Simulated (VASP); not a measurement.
# Al (Fm-3m) in VASP: a series of runs

Runs on Al. Level: LDA. Tasks: relaxation of cell and atoms, single point.

Program: VASP 6.6.1. These are calculated values, not measurements. Logs are shortened: lines on timing, memory, paths and dates and some standing lists are left out, and cuts for length are marked.

### Step 1. The crystal as given

It takes space group Fm-3m (No. 225, cubic). Conventional cell: a = 4.050 Å, b = 4.050 Å, c = 4.050 Å, α = 90.00°, β = 90.00°, γ = 90.00°. Al (site symmetry m-3m) is surrounded by 12 Al at 2.86 Å.

### Step 2. Relaxation of cell and atoms, LDA

INCAR reads:

```
PREC = Accurate
ENCUT = 350
EDIFF = 1E-7
ISMEAR = 0
SIGMA = 0.1
LREAL = F
LASPH = T
NELM = 80
ALGO = Normal
ISIF = 3
LWAVE = F
LCHARG = F
IBRION = 2
NSW = 80
EDIFFG = -0.002
```

KPOINTS reads:

```
Automatic mesh
0
Gamma
  10 10 10
```

POSCAR reads:

```
Al
1.0
    0.0000000000      2.0248050000      2.0248050000
    2.0248050000      0.0000000000      2.0248050000
    2.0248050000      2.0248050000      0.0000000000
Al
1
Direct
    0.0000000000      0.0000000000      0.0000000000
```

Potentials or basis: VASP PAW LDA potentials, release 64 (Al).

Run with:

```
$ cat potpaw_LDA.64/Al/POTCAR > POTCAR
$ mpirun -np 1 vasp_std > vasp.out
```

OUTCAR:

```text
PREC = Accurate
   ENCUT = 350
   EDIFF = 1E-7
   ISMEAR = 0
   LREAL = F
   LASPH = T
   NELM = 80
   ISIF = 3
   IBRION = 2
   NSW = 80
   EDIFFG = -0.002

 ion  position               nearest neighbor table
   1  0.000  0.000  0.000-

  LATTYP: Found a face centered cubic cell.
 ALAT       =     4.0496100000

  Lattice vectors:

 A1 = (   0.0000000000,   2.0248050000,   2.0248050000)
 A2 = (   2.0248050000,   0.0000000000,   2.0248050000)
 A3 = (   2.0248050000,   2.0248050000,   0.0000000000)

Analysis of symmetry for initial positions (statically):
=====================================================================
 Subroutine PRICEL returns:
 Original cell was already a primitive cell.

 Routine SETGRP: Setting up the symmetry group for a
 face centered cubic supercell.

 Subroutine GETGRP returns: Found 48 space group operations
 (whereof 48 operations were pure point group operations)
 out of a pool of 48 trial point group operations.

The static configuration has the point symmetry O_h .

Analysis of symmetry for dynamics (positions and initial velocities):
=====================================================================
 Subroutine PRICEL returns:
 Original cell was already a primitive cell.

 Routine SETGRP: Setting up the symmetry group for a
 face centered cubic supercell.

 Subroutine GETGRP returns: Found 48 space group operations
 (whereof 48 operations were pure point group operations)
 out of a pool of 48 trial point group operations.

The dynamic configuration has the point symmetry O_h .

 Subroutine INISYM returns: Found 48 space group operations
 (whereof 48 operations are pure point group operations),
 and found     1 'primitive' translations

----------------------------------------------------------------------------------------

                                     Primitive cell

  volume of cell :      16.6027

  direct lattice vectors                    reciprocal lattice vectors
     0.000000000  2.024805000  2.024805000    -0.246937359  0.246937359  0.246937359
     2.024805000  0.000000000  2.024805000     0.246937359 -0.246937359  0.246937359
     2.024805000  2.024805000  0.000000000     0.246937359  0.246937359 -0.246937359

  length of vectors
     2.863506692  2.863506692  2.863506692     0.427708053  0.427708053  0.427708053

  position of ions in fractional coordinates (direct lattice)
     0.000000000  0.000000000  0.000000000

  ion indices of the primitive-cell ions
   primitive index   ion index
                 1           1

----------------------------------------------------------------------------------------

 KPOINTS: Automatic mesh

Automatic generation of k-mesh.
 Grid dimensions read from file:
 generate k-points for:   10   10   10

 Generating k-lattice:

  Cartesian coordinates                     Fractional coordinates (reciprocal lattice)
    -0.024693736  0.024693736  0.024693736     0.100000000  0.000000000  0.000000000
     0.024693736 -0.024693736  0.024693736     0.000000000  0.100000000  0.000000000
     0.024693736  0.024693736 -0.024693736     0.000000000  0.000000000  0.100000000

  Length of vectors
     0.042770805  0.042770805  0.042770805

  Shift w.r.t. Gamma in fractional coordinates (k-lattice)
     0.000000000  0.000000000  0.000000000

 Subroutine IBZKPT returns following result:
 ===========================================

 Found     47 irreducible k-points:

 Following reciprocal coordinates:
            Coordinates               Weight
  0.000000  0.000000  0.000000      1.000000
  0.100000  0.000000  0.000000      8.000000
  0.200000  0.000000  0.000000      8.000000
  0.300000  0.000000  0.000000      8.000000
  0.400000  0.000000  0.000000      8.000000
  0.500000  0.000000  0.000000      4.000000
[... 16 lines left out ...]
  0.300000  0.300000  0.000000      6.000000
  0.400000  0.300000  0.000000     24.000000
 [... further k-points ...]
   k-points           NKPTS =     47   k-points in BZ     NKDIM =     47   number of bands    NBANDS=      5
   number of dos      NEDOS =    301   number of ions     NIONS =      1
   total plane-waves  NPLWV =   5832
   dimension x,y,z NGX =    18 NGY =   18 NGZ =   18
   dimension x,y,z NGXF=    36 NGYF=   36 NGZF=   36
   ions per type =               1
   NGX,Y,Z   is equivalent  to a cutoff of  10.45, 10.45, 10.45 a.u.
   NGXF,Y,Z  is equivalent  to a cutoff of  20.90, 20.90, 20.90 a.u.
 SYSTEM =  unknown system
   PREC   = accura    normal or accurate (medium, high low for compatibility)
   ISTART =      0    job   : 0-new  1-cont  2-samecut
   ICHARG =      2    charge: 1-file 2-atom 10-const
   ISPIN  =      1    spin polarized calculation?
   LNONCOLLINEAR =      F non collinear calculations
   LSORBIT =      F    spin-orbit coupling
   LASPH  =      T    aspherical Exc in radial PAW
   ENCUT  =  350.0 eV  25.72 Ry    5.07 a.u.   4.37  4.37  4.37*2*pi/ulx,y,z
   NELM   =     80;   NELMIN=  2; NELMDL= -5     # of ELM steps
   EDIFF  = 0.1E-06   stopping-criterion for ELM
   LREAL  =      F    real-space projection
   EDIFFG = -.2E-02   stopping-criterion for IOM
   NSW    =     80    number of steps for IOM
   IBRION =      2    ionic relax: 0-MD 1-quasi-New 2-CG
   NFREE  =      1    steps in history (QN), initial steepest desc. (CG)
   ISIF   =      3    stress and relaxation
   ISYM   =      2    0-nonsym 1-usesym 2-fastsym
   POTIM  = 0.5000    time-step for ionic-motion
   TEBEG  =    0.0;   TEEND  =   0.0 temperature during run
   PSTRESS=    0.0 pullay stress
   NELECT =       3.0000    total number of electrons
   NUPDOWN=      -1.0000    fix difference up-down
   EMIN   =  10.00;   EMAX   =-10.00  energy-range for DOS
   EFERMI =   0.00;   METHOD = LEGACY
   ISMEAR =     0;   SIGMA  =   0.10  broadening in eV -4-tet -1-fermi 0-gaus
   EFERMI_NEDOS =   21; number of points for ismear=-14 and -15
   IALGO  =     38    algorithm
   IMIX   =      4    mixing-type and parameters
     AMIX     =   0.40;   BMIX     =  1.00
     AMIX_MAG =   1.60;   BMIX_MAG =  1.00
  volume/ion in A,a.u.               =      16.60       112.04
  Fermi-wavevector in a.u.,A,eV,Ry     =   0.925526  1.748991 11.654733  0.856599
  Thomas-Fermi vector in A             =   2.051390
   LORBIT       =      0    0 simple, 1 ext, 2 COOP (PROOUT), +10 PAW based schemes
   GGA     = CA    functional components
   LHFCALC =     F    Hartree Fock is set to
   AEXX    =    0.0000 exact exchange contribution
   IVDW    =     0    specifies the selected vdW correction
   LEPSILON=     F    determine dielectric tensor
   LRPA    =     F    only Hartree local field effects (RPA)
 conjugate gradient relaxation of ions
 non-spin polarized calculation
 Gauss-broadening in eV      SIGMA  =   0.10
  energy-cutoff  :      350.00
  volume of cell :       16.60
 maximum number of plane-waves:       262
 NGX is ok and might be reduce to    18
   NGX =  9   NGY =  9   NGZ =  9

--------------------------------------- Ionic step        1  -------------------------------------------

 number of electron       3.0000000 magnetization

 Free energy of the ion-electron system (eV)
  ---------------------------------------------------
  ext. energy  EPLUGINS =         0.00000000
  ---------------------------------------------------
  free energy    TOTEN  =        -4.16343400 eV

  energy without entropy =       -4.15787629  energy(sigma->0) =       -4.16065515

------------------------ aborting loop because EDIFF is reached ----------------------------------------

  FORCE on cell =-STRESS in cart. coord.  units (eV):
  Direction    XX          YY          ZZ          XY          YZ          ZX
  --------------------------------------------------------------------------------------
  -------------------------------------------------------------------------------------
  Total       -0.3679613     -0.3679613     -0.3679613     -0.0000000      0.0000000     -0.0000000
  in kB      -35.5085667    -35.5085667    -35.5085667     -0.0000000      0.0000000     -0.0000000
  external PRESSURE =     -35.5085667 kB  Pullay stress =       0.0000000 kB

 VOLUME and BASIS-vectors are now :
 -----------------------------------------------------------------------------
  energy-cutoff  :      350.00
  volume of cell :       16.60
      direct lattice vectors                 reciprocal lattice vectors
     0.000000000  2.024805000  2.024805000    -0.246937359  0.246937359  0.246937359
     2.024805000  0.000000000  2.024805000     0.246937359 -0.246937359  0.246937359
     2.024805000  2.024805000  0.000000000     0.246937359  0.246937359 -0.246937359
[... 36 lines left out ...]
 POSITION                                       TOTAL-FORCE (eV/Angst)
 -----------------------------------------------------------------------------------
      1.98886      1.98886      3.97772        -0.000000      0.000000      0.000000
 -----------------------------------------------------------------------------------
    total drift:                                0.000000     -0.000000      0.000000

  FREE ENERGIE OF THE ION-ELECTRON SYSTEM (eV)
  ---------------------------------------------------
  free  energy   TOTEN  =        -4.1734326186 eV

  energy  without entropy=       -4.1690269710  energy(sigma->0) =       -4.17122979

--------------------------------------- Ionic step        3  -------------------------------------------

 number of electron       3.0000000 magnetization

 Free energy of the ion-electron system (eV)
  ---------------------------------------------------
  ext. energy  EPLUGINS =         0.00000000
  ---------------------------------------------------
  free energy    TOTEN  =        -4.17343821 eV

  energy without entropy =       -4.16899624  energy(sigma->0) =       -4.17121722

 E-fermi :   8.4055     XC(G=0): -10.5173

 val. band max:        8.3916982558   @ k =  -0.4000   0.4000   0.0000
 cond. band min:       8.5002777612   @ k =  -0.3000   0.2000   0.0000
 fundamental gap:      0.1085795054
 Fermi energy:         8.4054715539

 k-point     1 :       0.0000    0.0000    0.0000
  band No.  band energies     occupation
      1      -3.1434      2.00000
      2      21.1068      0.00000
      3      21.1068      0.00000
      4      21.1068      0.00000
      5      22.7838      0.00000

 k-point     2 :       0.1000    0.0000    0.0000
  band No.  band energies     occupation
      1      -2.8639      2.00000
      2      17.8078      0.00000
      3      20.4146      0.00000
      4      20.4146      0.00000
      5      23.4479      0.00000

 k-point     3 :       0.2000    0.0000    0.0000
  band No.  band energies     occupation
      1      -2.0290      2.00000
      2      13.7327      0.00000
      3      19.6615      0.00000
      4      19.6615      0.00000
      5      23.1705      0.00000
[... 153 lines left out ...]
 k-point    23 :       0.3000    0.3000    0.0000
  band No.  band energies     occupation
      1       0.1713      2.00000
      2      14.3006      0.00000
      3      15.0531      0.00000
      4      15.2819      0.00000
      5      15.2819      0.00000

 k-point    24 :       0.4000    0.3000    0.0000
  band No.  band energies     occupation
      1       1.5259      2.00000
      2      11.7775      0.00000
      3      12.2723      0.00000
      4      14.8928      0.00000
      5      16.2075      0.00000

 [... further k-points ...]

------------------------ aborting loop because EDIFF is reached ----------------------------------------

  FORCE on cell =-STRESS in cart. coord.  units (eV):
  Direction    XX          YY          ZZ          XY          YZ          ZX
  --------------------------------------------------------------------------------------
  -------------------------------------------------------------------------------------
  Total        0.0001122      0.0001122      0.0001122     -0.0000000     -0.0000000     -0.0000000
  in kB        0.0114146      0.0114146      0.0114146     -0.0000000     -0.0000000     -0.0000000
  external PRESSURE =       0.0114146 kB  Pullay stress =       0.0000000 kB

 VOLUME and BASIS-vectors are now :
 -----------------------------------------------------------------------------
  energy-cutoff  :      350.00
  volume of cell :       15.75
      direct lattice vectors                 reciprocal lattice vectors
    -0.000000000  1.989647262  1.989647262    -0.251300826  0.251300826  0.251300826
     1.989647262  0.000000000  1.989647262     0.251300826 -0.251300826  0.251300826
     1.989647262  1.989647262 -0.000000000     0.251300826  0.251300826 -0.251300826

 POSITION                                       TOTAL-FORCE (eV/Angst)
 -----------------------------------------------------------------------------------
      0.00000      0.00000     -0.00000         0.000000      0.000000      0.000000
 -----------------------------------------------------------------------------------
    total drift:                                0.000000     -0.000000     -0.000000

  FREE ENERGIE OF THE ION-ELECTRON SYSTEM (eV)
  ---------------------------------------------------
  free  energy   TOTEN  =        -4.1734382095 eV

  energy  without entropy=       -4.1689962378  energy(sigma->0) =       -4.17121722

 reached required accuracy - stopping structural energy minimisation
```

Run time: 3.3 s. Hardware: 1 thread of Intel Xeon Platinum 8259CL at 2.50GHz (Skylake/Cascade Lake), shared host; peak memory 0.11 GiB.

What came out:

| Quantity | Value |
| --- | --- |
| Free energy | -4.1734 eV |
| Relaxed volume | 15.75 Å³/atom |
| Relaxed cell | a = 2.814 Å, b = 2.814 Å, c = 2.814 Å, α = 60.00°, β = 60.00°, γ = 60.00° |
| Space group after relaxing (to 0.05 Å) | Fm-3m (No. 225) |
| Energy gained by relaxing | 10.0 meV/atom |
| Ionic steps | 3 |
| Pressure after relaxing | 0.0 GPa |
| Band gap on the k mesh | none (metal or under the smearing width) |

The path:
```tsv
step	energy change (eV)	largest force (eV/Å)	pressure (GPa)	volume (Å³)
1	0.0000	0.0000	-3.55	16.60
2	-0.0100	0.0000	0.09	15.73
3	-0.0100	0.0000	0.00	15.75
```

Final structure:
```yaml
crystal:
  lattice:
    - [0.00000, 1.98965, 1.98965]
    - [1.98965, 0.00000, 1.98965]
    - [1.98965, 1.98965, 0.00000]
  atoms:
    - { symbol: Al, position: [0.00000, 0.00000, 0.00000] }
```

### Step 3. Relaxation of cell and atoms, LDA

This run uses another cell than the first one, of 15.75 Å³/atom, 0.949 times its volume.

INCAR is that of step 2.

KPOINTS is that of step 2.

POSCAR reads:

```
Al                                      
1.0
   -0.0000000000      1.9896472618      1.9896472618
    1.9896472618      0.0000000000      1.9896472618
    1.9896472618      1.9896472618     -0.0000000000
  Al            
     1
Direct
     0.0000000000000000    0.0000000000000000    0.0000000000000000
```

Potentials or basis: VASP PAW LDA potentials, release 64 (Al).

Run with:

```
$ cat potpaw_LDA.64/Al/POTCAR > POTCAR
$ mpirun -np 1 vasp_std > vasp.out
```

It took 1.8 s on 1 thread of Intel Xeon Platinum 8259CL at 2.50GHz (Skylake/Cascade Lake), shared host; peak memory 0.11 GiB.

The run converged. Its results:

```yaml
Free_energy: -4.1731 eV
Pressure_after_relaxing: 0.0 GPa
Band_gap_on_the_k_mesh: none (metal or under the smearing width)
```

Final structure:
```xyz
1
Lattice="0.0000 1.9896 1.9896 1.9896 0.0000 1.9896 1.9896 1.9896 0.0000" Properties=species:S:1:pos:R:3 pbc="T T T"
Al    0.0000    0.0000    0.0000
```

Levels at points of the mesh, in eV from the Fermi level:
```
           k point  band 1  band 2  band 3  band 4
(0.00, 0.00, 0.00)  -11.55   12.70   12.70   12.70
(0.50, 0.00, 0.00)   -4.86   -4.58   11.53   11.53
(0.50, 0.50, 0.00)   -3.14   -1.75    5.18    5.63
```

Caveat: the relaxation stopped at its first step, so nothing moved.

### Step 4. Single point, LDA

This run uses another cell than the first one, of 15.75 Å³/atom, 0.949 times its volume.

INCAR reads:

```
SYSTEM = Al
PREC = Accurate
ENCUT = 350
EDIFF = 1E-7
ISMEAR = 0
SIGMA = 0.1
LREAL = .False.
LASPH = .True.
NELM = 80
ALGO = Normal
ISIF = 2
LWAVE = .False.
LCHARG = .False.
```

KPOINTS reads:

```
regular mesh
0
Gamma
  10 10 10
  0 0 0
```

POSCAR reads:

```
Al                                      
1.0
    0.0000000000      1.9896472618      1.9896472618
    1.9896472618      0.0000000000      1.9896472618
    1.9896472618      1.9896472618      0.0000000000
  Al            
     1
Direct
     0.0000000000000000    0.0000000000000000    0.0000000000000000
```

Potentials or basis: VASP PAW LDA potentials, release 64 (Al).

Run with:

```
$ cat potpaw_LDA.64/Al/POTCAR > POTCAR
$ mpirun -np 1 vasp_std > vasp.out
```

OUTCAR:

```text
SYSTEM = Al
   PREC = Accurate
   ENCUT = 350
   EDIFF = 1E-7
   ISMEAR = 0
   LREAL = .False.
   LASPH = .True.
   NELM = 80
   ISIF = 2

 ion  position               nearest neighbor table
   1  0.000  0.000  0.000-

  LATTYP: Found a face centered cubic cell.
 ALAT       =     3.9792945236

  Lattice vectors:

 A1 = (   0.0000000000,   1.9896472618,   1.9896472618)
 A2 = (   1.9896472618,   0.0000000000,   1.9896472618)
 A3 = (   1.9896472618,   1.9896472618,   0.0000000000)

Analysis of symmetry for initial positions (statically):
=====================================================================
 Subroutine PRICEL returns:
 Original cell was already a primitive cell.

 Routine SETGRP: Setting up the symmetry group for a
 face centered cubic supercell.

 Subroutine GETGRP returns: Found 48 space group operations
 (whereof 48 operations were pure point group operations)
 out of a pool of 48 trial point group operations.

The static configuration has the point symmetry O_h .

Analysis of symmetry for dynamics (positions and initial velocities):
=====================================================================
[... 151 lines left out ...]
  ext. energy  EPLUGINS =         0.00000000
  ---------------------------------------------------
  free energy    TOTEN  =        -4.17311810 eV

  energy without entropy =       -4.16867663  energy(sigma->0) =       -4.17089736

 E-fermi :   8.4058     XC(G=0): -10.5173

 val. band max:        8.3922173548   @ k =  -0.4000   0.4000   0.0000
 cond. band min:       8.5005305838   @ k =  -0.3000   0.2000   0.0000
 fundamental gap:      0.1083132291
 Fermi energy:         8.4058328262

 k-point     1 :       0.0000    0.0000    0.0000
  band No.  band energies     occupation
      1      -3.1434      2.00000
      2      21.1068      0.00000
      3      21.1068      0.00000
      4      21.1068      0.00000
      5      22.7839      0.00000
[... 177 lines left out ...]
 k-point    24 :       0.4000    0.3000    0.0000
  band No.  band energies     occupation
      1       1.5259      2.00000
      2      11.7782      0.00000
      3      12.2728      0.00000
      4      14.8930      0.00000
      5      16.2084      0.00000

 [... further k-points ...]
[... 5 lines left out ...]
  --------------------------------------------------------------------------------------
  -------------------------------------------------------------------------------------
  Total       -0.0007133     -0.0007133     -0.0007133     -0.0000000     -0.0000000      0.0000000
  in kB       -0.0725452     -0.0725452     -0.0725452     -0.0000000     -0.0000000      0.0000000
  external PRESSURE =      -0.0725452 kB  Pullay stress =       0.0000000 kB

 VOLUME and BASIS-vectors are now :
 -----------------------------------------------------------------------------
  energy-cutoff  :      350.00
  volume of cell :       15.75
      direct lattice vectors                 reciprocal lattice vectors
     0.000000000  1.989647262  1.989647262    -0.251300826  0.251300826  0.251300826
     1.989647262  0.000000000  1.989647262     0.251300826 -0.251300826  0.251300826
     1.989647262  1.989647262  0.000000000     0.251300826  0.251300826 -0.251300826

 POSITION                                       TOTAL-FORCE (eV/Angst)
 -----------------------------------------------------------------------------------
      0.00000      0.00000      0.00000        -0.000000      0.000000      0.000000
 -----------------------------------------------------------------------------------
    total drift:                                0.000000      0.000000     -0.000000

  FREE ENERGIE OF THE ION-ELECTRON SYSTEM (eV)
  ---------------------------------------------------
  free  energy   TOTEN  =        -4.1731180982 eV

  energy  without entropy=       -4.1686766261  energy(sigma->0) =       -4.17089736
```

It took 1.8 s on 1 thread of Intel Xeon Platinum 8259CL at 2.50GHz (Skylake/Cascade Lake), shared host; peak memory 0.11 GiB.

Results:

| Property | Result |
| --- | --- |
| Free energy | -4.1731 eV |
| Pressure | 0.0 GPa |
| Band gap on the k mesh | none (metal or under the smearing width) |
